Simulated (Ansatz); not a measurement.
**How far is PAW off for CdO?**

```
Cd O
1.0
     0.00000    2.38396    2.38396
     2.38396    0.00000    2.38396
     2.38396    2.38396    0.00000
Cd O
1 1
Direct
  0.00000 0.00000 0.00000
  0.50000 0.50000 0.50000
```

Atom numbers follow the list: Cd1, O2.

The structure comes from a relaxation in the same program, started in the rocksalt type, and has space group Fm-3m. Whether it is a known phase or the ground state wasn't checked.

Methods: DFT, PBE, PAW with Ansatz's default frozen-core files, scalar-relativistic (Ansatz 0.2.0); DFT, PBE, all-electron PAW with datasets made for the crystal, scalar-relativistic (Ansatz 0.2.0); DFT, PBE, all-electron LAPW, scalar-relativistic (Ansatz 0.2.0).

For PAW: a Γ-centred 16×16×16 k mesh, Fermi–Dirac smearing of 0.08 eV, cutoff 420 eV, no spin polarisation. The crystal-made all-electron datasets (AE datasets) take a cutoff of 320 eV at this cell. LAPW targets a basis error of 1 meV/atom. The Ansatz runs share mesh, smearing and spin set-up. Plane-wave (PAW) pressures include the program's estimate of the Pulay term.

Stress and pressure are positive in compression.

Levels count from the Fermi level.

```csv
quantity,PAW,AE datasets,LAPW
pressure (GPa),0.01,0.00,0.00
highest filled level at U (eV),-1.385,-1.385,-1.385
lowest empty level at U (eV),5.007,5.006,5.006
highest filled level at X (eV),-2.328,-2.327,-2.327
lowest empty level at X (eV),3.513,3.510,3.510
```
